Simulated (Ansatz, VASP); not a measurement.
Si16Ge (a cell with a defect): VASP beside Ansatz

```xyz
17
Lattice="0.0000 5.4300 5.4300 5.4300 0.0000 5.4300 5.4300 5.4300 0.0000" Properties=species:S:1:pos:R:3 pbc="T T T"
Si    0.0313   -0.0013    0.0014
Si    1.3448    1.3629    1.3660
Si    2.7132    2.6563    0.0014
Si    4.0951    4.0179    1.4095
Si    2.7132   -0.0013    2.6614
Si    4.0951    1.4095    4.0234
Si    5.4282    2.7137    2.7164
Si    6.7613    4.0179    4.0234
Si   -0.0016    2.7138    2.7162
Si    1.3448    4.0644    4.0668
Si    2.7133    5.4287    2.7715
Si    4.0818    6.7932    4.0666
Si    2.7132    2.7710    5.4314
Si    4.0816    4.0644    6.7960
Si    5.3951    5.4287    5.4313
Si    6.7613    6.8395    6.8395
Ge    8.1432    5.4287    5.4314
```

Alike in both runs: functional PBE; dispersion D3(BJ); k mesh 2 × 2 × 2; occupations gaussian, width 0.02 eV; no spin polarisation.

Ansatz relaxed the structure, and its values are those at the end. VASP's run is a single point on that final structure, the one shown.

```csv
,VASP,Ansatz
version,VASP 6.6.1,Ansatz 0.2.0
potentials or method,"VASP PAW PBE potentials, release 64 (Si, Ge_d)","scalar-relativistic, plane waves, PAW"
plane-wave cutoff (eV),520,420
valence electrons in the cell,78,78
```

```tsv
	VASP	Ansatz	Ansatz less VASP
dispersion energy (meV/atom)	-333.3	-333.4	-0.08
```

Caveats: the k mesh is coarse (spacing up to 0.50 Å⁻¹), so the values aren't converged.
